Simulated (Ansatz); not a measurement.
**armchair graphene nanoribbon (N = 4, H/H2 edges): bands by functional and under strain**

Aim: is the armchair graphene nanoribbon (N = 4, H/H2 edges) a metal or a semiconductor?

Main program and level: Ansatz 0.2.0; DFT PBE, plane waves, PAW; relaxation of a wire's period, in the first sound run; inputs show where later runs differ.

**1. The starting structure**

The cell holds 14 atoms: 8 C and 6 H. Cell: a = 12.187 Å, b = 8.760 Å, c = 4.260 Å, α = 90.0°, β = 90.0°, γ = 90.0°. Vacuum lies along a and b. The structure's axis is c.

**2. Relaxation of atoms and period**

Band widths follow the bond lengths, so the wire is relaxed first. The atoms and the third cell vector are free; the box across stays fixed as vacuum. Moments are seeded so that a magnetic state can form if it lies lower. A Fermi-Dirac smearing is set since the result may be a metal. The pressure printed is a third of the stress's trace over the whole box, vacuum included; only the stress along the axis is relaxed.

input.yaml

```yaml
crystal:
  lattice:
    - [12.187, 0.0, 0.0]
    - [0.0, 8.76, 0.0]
    - [0.0, 0.0, 4.26]
  atoms:
    - { symbol: C, position: [0.363226978, 0.5, 0.0], spin: 0.5 }
    - { symbol: C, position: [0.565041383, 0.5, 0.0] }
    - { symbol: C, position: [0.363226978, 0.5, 0.333333333], spin: 0.5 }
    - { symbol: C, position: [0.565041383, 0.5, 0.333333333] }
    - { symbol: H, position: [0.712849115, 0.600456621, 0.422535211] }
    - { symbol: H, position: [0.712849115, 0.399543379, 0.422535211] }
    - { symbol: H, position: [0.287191269, 0.5, 0.458920188] }
    - { symbol: C, position: [0.46413418, 0.5, 0.5] }
    - { symbol: C, position: [0.665948585, 0.5, 0.5], spin: -0.5 }
    - { symbol: C, position: [0.46413418, 0.5, 0.833333333] }
    - { symbol: C, position: [0.665948585, 0.5, 0.833333333], spin: -0.5 }
    - { symbol: H, position: [0.287191269, 0.5, 0.874413146] }
    - { symbol: H, position: [0.712849115, 0.600456621, 0.910798122] }
    - { symbol: H, position: [0.712849115, 0.399543379, 0.910798122] }
magnetization:
  spin_polarized: true
kpoints:
  mp_grid: { grid: [1, 1, 19] }
scf:
  occupations: { method: fermi_dirac, width: 0.05 }
hamiltonian:
  xc: pbe
relax:
  cell: { fix: [a, b, alpha, beta, gamma] }
  max_steps: 60
```

Command:

```
> ansatz run input.yaml --threads 8 --pin off --max-ram 16384MiB --backend cpu --events-out ev --progress --plain --runs-dir out
```

Numbers of over 12 decimals in the logs are rounded to 6 here.

Log:

```text
Engine: ansatz 0.2.0, aarch64-unknown-linux-gnu
Pseudopotentials: kind: paw
Pseudopotential: C, paw, valence charge 4, recommended cutoff 420 eV (normal), C.paw.azcp
Pseudopotential: H, paw, valence charge 1, recommended cutoff 420 eV (normal), H.paw.azcp
Functional definition: PBE
  parameter kappa = 0.804
  parameter beta = 0.066725
  exchange = pbe_x(kappa = kappa, mu = beta*pi^2/3)
  correlation = pbe_c(beta = beta)
Crystal: 14 atoms, lattice volume = 454.790 Å³
Basis set: ecut = 420 eV, 8887 PW (Γ), exchange–correlation on 180×120×60 points (8 copies of the dense FFT grid, shifted against one another)
Bands: 34, of which v1, the nominal top of the filled ones, is band 19 counted from 1 (18 counted from 0)
Symmetry: 4 space group operations
Space group: Pmm2 (ITA 25), of the structure as read, at distance tolerance 7.7e-5 Å
Magnetic group: BNS 25.57 (UNI 155), of the structure as read, at distance tolerance 7.7e-5 Å
k-points: 10 of 19
Non-local potential: C, projectors of the file, l = 0: 2, l = 1: 2, l = 2: 1
Non-local potential: H, projectors of the file, l = 0: 2, l = 1: 1
PAW form: soft (Blöchl's): semilocal exchange-correlation on the pseudo side does not see the compensation charge
PAW one-centre angular grid: C, 110 points (default); XC on 64 Gauss nodes
PAW one-centre angular grid: H, 110 points (default); XC on 64 Gauss nodes
Initial density: superposition of atomic densities (neutral atoms: chi_scale 0, normalization atom)
Starting moments: Σ|m| = 2 μB on 4 of 14 sites
Starting magnetic order: compensated ferrimagnet; no operation exchanges its spin sublattices
Initial wavefunctions: pseudopotential atomic-orbital guess
Functional: x = pbe(κ = 0.804, μ = 0.219515), c = pbe(β = 0.066725)
SCF iter   1: F=—  HF=-2110.696305 eV  |F-HF|=—  |Δ(HF+E_count)|=         —  Δρ=3.48e-2 (↑3.48e-2 ↓3.36e-2)  dr2=2.28e1  dr2_m=3.11e-1  M=0.000 μB ∫|m|=0.326 μB  β_m=0.30  ethr=3.10e-3  ⟨swp⟩=6.2  Hψ=3407  notcnv=0  defer=90
preconditioner: auto → Resta (q_TF=auto, 1.804 Å⁻¹)  ε∞=1.4  [insulator: Δε(μ)=1.408 eV  Ē_g=16.202 eV  σ=0.050 eV  W_gap=1.00  n_scr=52 (ndim 8)  ℏωp=10.4 eV  f_vac=0.647  D(μ)=0.00/eV (n_scr^D=0)  ε∞_Penn≈1.4  vacuum switching on, ρ_ref=1.9e-2 e/Å³]
spin=Collinear: Resta preconditioning applied to the charge; magnetization (m = ρ↑ − ρ↓) channel mixes plain (no charge-response kernel on spin).
SCF iter   2: F=—  HF=-2104.701068 eV  |F-HF|=—  |Δ(HF+E_count)|=    6.00e0  Δρ=2.12e-2 (↑2.12e-2 ↓2.09e-2)  dr2=6.92e0  dr2_m=1.65e-1  M=0.000 μB ∫|m|=0.256 μB  β_m=0.30  ethr=3.10e-3  ⟨swp⟩=3.1  Hψ=1437  notcnv=0  defer=179
SCF iter   3: F=—  HF=-2102.410590 eV  |F-HF|=—  |Δ(HF+E_count)|=    2.29e0  Δρ=8.71e-3 (↑8.19e-3 ↓8.71e-3)  dr2=5.16e-1  dr2_m=8.79e-2  M=0.000 μB ∫|m|=0.203 μB  β_m=0.30  ethr=3.10e-3  ⟨swp⟩=4.8  Hψ=1523  notcnv=0  defer=181
SCF iter   4: F=—  HF=-2102.318424 eV  |F-HF|=—  |Δ(HF+E_count)|=   9.22e-2  Δρ=4.02e-3 (↑4.02e-3 ↓3.48e-3)  dr2=3.52e-2  dr2_m=4.66e-2  M=0.000 μB ∫|m|=0.160 μB  β_m=0.30  ethr=1.36e-3  ⟨swp⟩=2.5  Hψ=1165  notcnv=0  defer=180
SCF iter   5: F=—  HF=-2102.335545 eV  |F-HF|=—  |Δ(HF+E_count)|=   1.71e-2  Δρ=2.62e-3 (↑2.62e-3 ↓2.53e-3)  dr2=6.46e-3  dr2_m=2.53e-2  M=0.000 μB ∫|m|=0.126 μB  β_m=0.30  ethr=9.27e-5  ⟨swp⟩=2.2  Hψ=972  notcnv=0  defer=180
SCF iter   6: F=—  HF=-2102.344825 eV  |F-HF|=—  |Δ(HF+E_count)|=   9.28e-3  Δρ=1.84e-3 (↑1.83e-3 ↓1.84e-3)  dr2=5.87e-4  dr2_m=1.39e-2  M=0.000 μB ∫|m|=0.099 μB  β_m=0.30  ethr=1.70e-5  ⟨swp⟩=2.0  Hψ=892  notcnv=0  defer=180
SCF iter   7: F=—  HF=-2102.350539 eV  |F-HF|=—  |Δ(HF+E_count)|=   5.71e-3  Δρ=1.37e-3 (↑1.36e-3 ↓1.37e-3)  dr2=8.59e-5  dr2_m=7.71e-3  M=0.000 μB ∫|m|=0.078 μB  β_m=0.30  ethr=1.54e-6  ⟨swp⟩=2.1  Hψ=905  notcnv=0  defer=178
Mixer restart at iter 7: flushing history
spin-set hold released at iteration 7 (site moments contracting): the magnetisation degrees of freedom join the quasi-Newton model from the next iteration; the mixer history was flushed
SCF iter   8: F=—  HF=-2102.353659 eV  |F-HF|=—  |Δ(HF+E_count)|=   3.12e-3  Δρ=1.02e-3 (↑1.02e-3 ↓1.02e-3)  dr2=3.76e-5  dr2_m=4.31e-3  M=0.000 μB ∫|m|=0.061 μB  β_m=0.65  ethr=2.26e-7  ⟨swp⟩=2.6  Hψ=1179  notcnv=0  defer=178
SCF iter   9: F=—  HF=-2102.357697 eV  |F-HF|=—  |Δ(HF+E_count)|=   4.04e-3  Δρ=8.82e-5 (↑8.15e-5 ↓8.82e-5)  dr2=7.66e-6  dr2_m=2.90e-5  M=-0.000 μB ∫|m|=0.007 μB  β_m=0.81  ethr=9.91e-8  ⟨swp⟩=4.2  Hψ=1554  notcnv=0  defer=178
SCF iter  10: F=—  HF=-2102.357627 eV  |F-HF|=—  |Δ(HF+E_count)|=   7.01e-5  Δρ=3.50e-5 (↑3.50e-5 ↓2.94e-5)  dr2=1.54e-5  dr2_m=2.52e-6  M=-0.000 μB ∫|m|=0.002 μB  β_m=0.75  ethr=2.02e-8  ⟨swp⟩=3.0  Hψ=1141  notcnv=0  defer=178
SCF iter  11: F=—  HF=-2102.357627 eV  |F-HF|=—  |Δ(HF+E_count)|=   1.42e-7  Δρ=1.36e-5 (↑1.36e-5 ↓1.22e-5)  dr2=5.32e-6  dr2_m=2.34e-7  M=-0.000 μB ∫|m|=0.001 μB  β_m=0.61  ethr=2.02e-8  ⟨swp⟩=3.5  Hψ=1072  notcnv=0  defer=178
SCF iter  12: F=—  HF=-2102.357626 eV  |F-HF|=—  |Δ(HF+E_count)|=   7.88e-7  Δρ=5.59e-6 (↑3.96e-6 ↓5.59e-6)  dr2=5.21e-7  dr2_m=4.68e-8  M=-0.000 μB ∫|m|=0.000 μB  β_m=0.51  ethr=1.40e-8  ⟨swp⟩=2.0  Hψ=764  notcnv=0  defer=178
SCF iter  13: F=—  HF=-2102.357626 eV  |F-HF|=—  |Δ(HF+E_count)|=   5.98e-8  Δρ=1.60e-6 (↑1.60e-6 ↓1.49e-6)  dr2=2.61e-8  dr2_m=7.55e-9  M=-0.000 μB ∫|m|=0.000 μB  β_m=0.66  ethr=2.63e-10  ⟨swp⟩=3.0  Hψ=2206  notcnv=0
SCF iter  14: F=—  HF=-2102.357626 eV  |F-HF|=—  |Δ(HF+E_count)|=   4.21e-9  Δρ=5.87e-7 (↑4.35e-7 ↓5.87e-7)  dr2=1.85e-9  dr2_m=8.43e-10  M=-0.000 μB ∫|m|=0.000 μB  β_m=0.65  ethr=6.87e-11  ⟨swp⟩=4.0  Hψ=1695  notcnv=0
SCF iter  15: F=—  HF=-2102.357626 eV  |F-HF|=—  |Δ(HF+E_count)|=  7.47e-10  Δρ=1.81e-7 (↑1.81e-7 ↓1.25e-7)  dr2=2.06e-10  dr2_m=6.94e-11  M=-0.000 μB ∫|m|=0.000 μB  β_m=0.61  ethr=4.87e-12  ⟨swp⟩=3.0  Hψ=1440  notcnv=0
SCF iter  16: F=-2102.357626 eV  HF=-2102.357626 eV  |F-HF|=1.91e-11  |Δ(HF+E_count)|=  3.23e-11  Δρ=5.44e-8 (↑5.44e-8 ↓4.88e-8)  dr2=5.84e-12  dr2_m=9.36e-12  M=-0.000 μB ∫|m|=0.000 μB  ethr=1.00e-12  ⟨swp⟩=2.0  Hψ=1140  notcnv=0
WARN: the starting moments were not kept: the SCF closed with an absolute magnetisation of 3.5e-6 μB, where they sum to 2 μB in size (4 sites). That is at most 0.1 of that sum. Measured as dr2_m measures the in/out step, that magnetisation stands 1.5e-12 eV from none, at or under the dr2_threshold of 1.0e-7 eV: it is no larger than a step whose dr2_m would equal this threshold. The system may hold no moment; this SCF [...]
SCF 1 converged in 16 iterations: F = -2102.357626 eV  dr2 = 5.84e-12
[...]
relax step   6: F+E_penalty+E_count = -2103.03511123 eV  Δ(F+E_penalty+E_count) = -7.465e-5 eV  max|allowed force component| = 7.603e-3 eV/Å  Δτ_max = 0.0008 Å  P = -0.009 GPa  Ω = 464.222 Å³  energy of the carried Pulay correction = -6.654e-3 eV  fix = [a, b, alpha, beta, gamma]  reactions: a -0.016, b -0.012 GPa  (7 SCF iters, dr2 threshold 9.19e-8 eV, accepted)
Initial wavefunctions: pseudopotential atomic-orbital guess (no wavefunctions were taken with the density)
iter 1 solved again at ethr=4.72e-7 eV; its pass at ethr=3.10e-3 eV (dr2=1.79e-4 eV) is discarded
SCF iter   1: F=—  HF=-2103.040251 eV  |F-HF|=—  |Δ(HF+E_count)|=         —  Δρ=5.41e-5 (↑5.41e-5 ↓5.41e-5)  dr2=4.01e-6  dr2_m=7.59e-12  M=0.000 μB ∫|m|=0.000 μB  β_m=0.30  ethr=4.72e-7  ⟨swp⟩=4.3  Hψ=5772  notcnv=0
preconditioner: auto → Resta (q_TF=auto, 1.798 Å⁻¹)  ε∞=1.6  [insulator: Δε(μ)=1.834 eV  Ē_g=13.638 eV  σ=0.050 eV  W_gap=1.00  n_scr=52 (ndim 8)  ℏωp=10.6 eV  f_vac=0.707  D(μ)=0.00/eV (n_scr^D=0)  ε∞_Penn≈1.6  vacuum switching on, ρ_ref=1.3e-2 e/Å³]
spin=Collinear: Resta preconditioning applied to the charge; magnetization (m = ρ↑ − ρ↓) channel mixes plain (no charge-response kernel on spin).
SCF iter   2: F=—  HF=-2103.041292 eV  |F-HF|=—  |Δ(HF+E_count)|=   1.04e-3  Δρ=3.80e-5 (↑3.80e-5 ↓3.80e-5)  dr2=1.85e-6  dr2_m=4.31e-12  M=0.000 μB ∫|m|=0.000 μB  β_m=0.61  ethr=1.06e-8  ⟨swp⟩=2.0  Hψ=978  notcnv=0
SCF iter   3: F=—  HF=-2103.042715 eV  |F-HF|=—  |Δ(HF+E_count)|=   1.42e-3  Δρ=3.52e-6 (↑3.52e-6 ↓3.52e-6)  dr2=5.58e-8  dr2_m=1.98e-13  M=0.000 μB ∫|m|=0.000 μB  β_m=0.60  ethr=4.86e-9  ⟨swp⟩=2.3  Hψ=1356  notcnv=0
SCF iter   4: F=—  HF=-2103.042742 eV  |F-HF|=—  |Δ(HF+E_count)|=   2.64e-5  Δρ=7.87e-7 (↑7.86e-7 ↓7.87e-7)  dr2=1.16e-8  dr2_m=4.76e-14  M=0.000 μB ∫|m|=0.000 μB  β_m=0.62  ethr=1.47e-10  ⟨swp⟩=2.0  Hψ=1024  notcnv=0
SCF iter   5: F=—  HF=-2103.042780 eV  |F-HF|=—  |Δ(HF+E_count)|=   3.82e-5  Δρ=3.48e-7 (↑3.48e-7 ↓3.48e-7)  dr2=3.64e-9  dr2_m=1.45e-14  M=0.000 μB ∫|m|=0.000 μB  β_m=0.58  ethr=3.05e-11  ⟨swp⟩=3.0  Hψ=1284  notcnv=0
SCF iter   6: F=—  HF=-2103.042780 eV  |F-HF|=—  |Δ(HF+E_count)|=   1.26e-8  Δρ=1.30e-7 (↑1.30e-7 ↓1.30e-7)  dr2=3.98e-10  dr2_m=4.32e-15  M=0.000 μB ∫|m|=0.000 μB  β_m=0.61  ethr=9.57e-12  ⟨swp⟩=2.1  Hψ=832  notcnv=0
SCF iter   7: F=-2103.042780 eV  HF=-2103.042780 eV  |F-HF|=1.77e-10  |Δ(HF+E_count)|=   1.20e-9  Δρ=3.83e-8 (↑3.83e-8 ↓3.81e-8)  dr2=2.24e-11  dr2_m=1.09e-15  M=0.000 μB ∫|m|=0.000 μB  ethr=1.00e-12  ⟨swp⟩=5.0  Hψ=1866  notcnv=0
the starting moments were not kept: the SCF closed with an absolute magnetisation of 3.1e-8 μB, where they sum to 2 μB in size (4 sites). That is at most 0.1 of that sum. Measured as dr2_m measures the in/out step, that magnetisation stands 8.3e-17 eV from none, at or under the dr2_threshold of 1.4e-10 eV: it is no larger than a step whose dr2_m would equal this threshold.
SCF 7 converged in 7 iterations: F = -2103.042780 eV  dr2 = 2.24e-11
relax step   7: F+E_penalty+E_count = -2103.04277998 eV  Δ(F+E_penalty+E_count) = -7.669e-3 eV  max|allowed force component| = 9.936e-3 eV/Å  Δτ_max = 0.0000 Å  P = +0.014 GPa  Ω = 464.222 Å³  fix = [a, b, alpha, beta, gamma]  reactions: a -0.006, b +0.004 GPa  stress off target by 4.29e-2 GPa on what of the cell is left free  SCF on the basis re-selected at this cell (its energy is not comparable with the rows above)  (7 SCF iters)
basis re-selected at this cell: Δ(F+E_penalty+E_count) = -7.669e-3 eV, ΔP = +0.022 GPa vs the last step (what re-selecting the basis moved, of the pressure what is left beyond the Pulay correction that the steps carried, after the strain that the cell walked since its last selection, with what the two solves' SCF thresholds leave and, on support functions, any second-order correction that the steps lacked; it is no m [...]
SCF converged after 7 iterations
Magnetization: 0.0000 μB (19.0000 up, 19.0000 down)
Absolute magnetization: 0.0000 μB (∫|ρ↑−ρ↓|, with the PAW one-centre terms)
Spin contamination: 0.0000 ħ² per cell (⟨S²⟩ above its minimum at these occupations)
Per-site moments (μB) at R_I (Å): [(6.57011062123147e-10, 0.449036), (-1.1659413015821908e-9, 0.581711), (6.570110360052474e-10, 0.449036), (-1.1659412963605046e-9, 0.581711), (-4.6251558680014493e-10, 0.454632), (-4.6251558680014576e-10, 0.454632), (-4.894056368630649e-10, 0.449036), (-3.5770845115045367e-12, 0.580630), (1.0593017540040761e-9, 0.454632), (-3.577110768099363e-12, 0.580630), (1.059301749423219e-9, 0.454632), (-4.894056406616449e-10, 0.449036), (-4.6251558814051165e-10, 0.454632), (-4.625155881405133e-10, 0.454632)]
Free energy (F): -2103.042780 eV
Harris-Foulkes:  -2103.042780 eV  (|F-HF|=1.77e-10)
Internal energy: -2103.042780 eV  (E = F + TS)
E sigma→0 (E₀):  -2103.042780 eV
Fermi energy:    -1.685887 eV
--- Per-component energies (eV) ---
  E_band       = -392.416143
  E_kinetic    = 809.530769
  E_local      = -6500.631265  (includes V_loc(G=0)·N_el)
  E_nonlocal   = 227.632848
  E_hartree    = 2837.117324
  E_xc         = -437.831668
  E_vxc        = -544.667653  (∫ρ·V_xc dr)
  E_paw        = -798.036316  (= ΣΔE_a)
  E_vpaw       = -58.507285  (= ΣTr[D̂ρ^β])
  E_aug_tail   = -0.008179  (compensation charges beyond the density's cutoff)
  E_ewald      = 1759.183706
  E_smearing   = -0.000000  (= −TS)
  E_closure    = -0.000000  (closes the sum)
  Σ components = -2103.042780   (vs F -2103.042780, Δ=0.00e0)
--- Forces (eV/Å), atoms counted from 1 ---
  atom   1  C     -0.00402519    -0.00000000     0.00177843
  atom   2  C     -0.00631026     0.00000000    -0.00312766
  atom   3  C     -0.00402519     0.00000000    -0.00177843
  atom   4  C     -0.00631026    -0.00000000     0.00312766
  atom   5  H     -0.00266808    -0.00068024     0.00048953
  atom   6  H     -0.00266808     0.00068024     0.00048953
  atom   7  H      0.00196499    -0.00000000     0.00156453
  atom   8  C      0.00514199     0.00000000    -0.00993645
  atom   9  C      0.00856463     0.00000000    -0.00326739
  atom  10  C      0.00514199    -0.00000000     0.00993645
  atom  11  C      0.00856463    -0.00000000     0.00326739
  atom  12  H      0.00196499     0.00000000    -0.00156453
  atom  13  H     -0.00266808    -0.00068024    -0.00048953
  atom  14  H     -0.00266808     0.00068024    -0.00048953
  max |Σ_I F_I| component: 1.34e-8 eV/Å
--- Stress (GPa, compression-positive) ---
       -0.006079       0.000000       0.000000
        0.000000       0.004043      -0.000000
        0.000000      -0.000000       0.042931
  P = ⅓ Tr σ = 0.0136 GPa (0.136 kbar)
--- Relaxed structure (6 steps of the walk, 6 accepted, 1 SCFs on fresh bases) ---
  F+E_penalty+E_count = -2103.04277998 eV   max|allowed force component| = 9.936e-3 eV/Å   (the final SCF, on the basis selected at the relaxed cell)
  cell:  # Å, volume = 464.2223 Å³
    - [12.187, 0, 0]
    - [0, 8.76, 0]
    - [0, 0, 4.348356]
  atoms:
    - { symbol: C, position: [0.362900, 0.5, 0.00741626] }
    - { symbol: C, position: [0.560093, 0.5, 0.00443191] }
    - { symbol: C, position: [0.362900, 0.5, 0.325917] }
    - { symbol: C, position: [0.560093, 0.5, 0.328901] }
    - { symbol: H, position: [0.716850, 0.599127, 0.407958] }
    - { symbol: H, position: [0.716850, 0.400873, 0.407958] }
    - { symbol: H, position: [0.284009, 0.5, 0.443317] }
    - { symbol: C, position: [0.461044, 0.5, 0.496576] }
    - { symbol: C, position: [0.669494, 0.5, 0.490101] }
    - { symbol: C, position: [0.461044, 0.5, 0.836757] }
    - { symbol: C, position: [0.669494, 0.5, 0.843232] }
    - { symbol: H, position: [0.284009, 0.5, 0.890016] }
    - { symbol: H, position: [0.716850, 0.599127, 0.925375] }
    - { symbol: H, position: [0.716850, 0.400873, 0.925375] }
```

The job ended after 57 s (8 threads of Arm Neoverse N1, shared host; peak memory 1.1 GiB; 7.3 min of CPU time).

Step by step:

| step | energy less that of the first step (eV) | largest force component (eV/Å) | pressure (GPa) | volume (Å³) |
| --- | --- | --- | --- | --- |
| 1 | 0.0000 | 3.0072 | 1.95 | 454.79 |
| 2 | -0.5902 | 1.2531 | 0.62 | 461.02 |
| 3 | -0.6715 | 0.3418 | 0.12 | 463.47 |
| 4 | -0.6735 | 0.3494 | -0.06 | 464.72 |
| 5 | -0.6774 | 0.0383 | 0.00 | 464.22 |
| 6 | -0.6775 | 0.0076 | -0.01 | 464.22 |
| 7* | -0.6852 | 0.0099 | 0.01 | 464.22 |

Relaxation steps marked * repeat the geometry before them on a plane-wave basis chosen anew for their cell, so energy and pressure can jump there.

Forces are held to the 4 operations that the run works with; a distortion that breaks them can't arise in this run.

| cell as run | before | after | change |
| --- | --- | --- | --- |
| c (Å) | 4.260 | 4.348 | +2.1 % |

The atoms that moved most (Å, along periodic axes as changes of fractional coordinates times the final cell, across vacuum about the mean position):

| atom | dx | dy | dz | length |
| --- | --- | --- | --- | --- |
| H13 | 0.049 | -0.012 | 0.063 | 0.081 |
| H14 | 0.049 | 0.012 | 0.063 | 0.081 |
| H5 | 0.049 | -0.012 | -0.063 | 0.081 |
| H6 | 0.049 | 0.012 | -0.063 | 0.081 |
| H7 | -0.039 | 0.000 | -0.068 | 0.078 |
| H12 | -0.039 | 0.000 | 0.068 | 0.078 |
| C2 | -0.060 | 0.000 | 0.019 | 0.063 |
| C4 | -0.060 | 0.000 | -0.019 | 0.063 |

Numbers from this step:

```
cell length along the wire : 4.348 Å
```

The cell's length comes to 4.348 Å with no moment.

(Part 1 of 4 ends here.)

[Logs are printed without paths, hosts, clocks, repeated set-up lines and the standing remarks that a program may print on its own settings, such as how far it seeks lower states.]

[Hosts, paths, dates, database ids (printed as entryN), source tags and the programs' standing remarks are cut or masked in the printed files.]
